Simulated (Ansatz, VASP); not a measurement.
This is a calculation of Sb for Ansatz 0.2.0.

Contents of input.yaml:

```yaml
crystal:
  lattice:
    - [3.122402, 0.0, 0.0]
    - [0.0, 4.347518, 0.0]
    - [-0.038915, 0.0, 4.405852]
  atoms:
    - { symbol: Sb, position: [0.012176, 0.261488, 0.242609] }
    - { symbol: Sb, position: [1.001542, 0.746485, 0.765354] }
hamiltonian:
  xc: pbe
  pseudopotentials: { kind: paw }
kpoints:
  mp_grid: { grid: [9, 6, 6] }
scf:
  occupations: { method: fermi_dirac, width: 0.05 }
output:
  forces: true
  stress: true
  eigenvalues: true
```

Potentials or basis: Ansatz PAW.

Command:

```console
$ ansatz run input.yaml --threads 2 --pin off --max-ram 5120MiB --backend cpu --events-out ev --progress --plain --runs-dir out
```

**Question.** Set up the same calculation for VASP 6.6.1. Potentials there: VASP PAW PBE potentials, release 64 (Sb).

**Answer.** As run (the cutoff follows the program's own potentials):

Contents of INCAR:

```
PREC     = Accurate       # precision mode
ENCUT    = 520            # plane-wave cutoff, eV
EDIFF    = 1E-7           # SCF threshold, eV
ISMEAR   = -1             # smearing method
SIGMA    = 0.05           # smearing width, eV
LREAL    = F              # projectors in reciprocal space
LASPH    = T              # aspherical terms in the spheres
NELM     = 80             # most SCF steps
ALGO     = Normal         # electronic algorithm
ISIF     = 2              # what is computed and relaxed
LWAVE    = F              # write WAVECAR
LCHARG   = F              # write CHGCAR
GGA      = PE             # functional
NBANDS   = 12             # bands
```

KPOINTS

```
regular mesh
0
Gamma
  9 6 6
```

The input POSCAR:

```
Sb
1.0
    3.1224020000      0.0000000000      0.0000000000
    0.0000000000      4.3475180000      0.0000000000
   -0.0389150000      0.0000000000      4.4058520000
Sb
2
Direct
    0.0121760000      0.2614880000      0.2426090000
    1.0015420000      0.7464850000      0.7653540000
```

Potentials or basis: VASP PAW PBE potentials, release 64 (Sb).

Launch:

```sh
$ cat potpaw_PBE.64/Sb/POTCAR > POTCAR
$ mpirun -np 1 vasp_std > vasp.out
```

Both were run:

|  | VASP | Ansatz | Ansatz less VASP |
| --- | --- | --- | --- |
| gap on the k mesh at the Fermi level (eV) | none | none | - |
| pressure (GPa) | 0.6 | 0.7 | +0.02 |
| largest component of the traceless stress (GPa) | 0.46 | 0.47 | +0.011 |
| rms of the force components (eV/Å) | 0.071 | 0.065 | -0.0060 |

Atom by atom the forces differ by 0.006 eV/Å (rms over components). A gap of «none» marks a metal or a gap that the smearing closes. The functional is the same, so the differences come from potentials, cutoffs and numerics. The two sets of potentials don't hold the same shells in valence.

Spin-orbit coupling is left out, which matters for the levels of Sb.
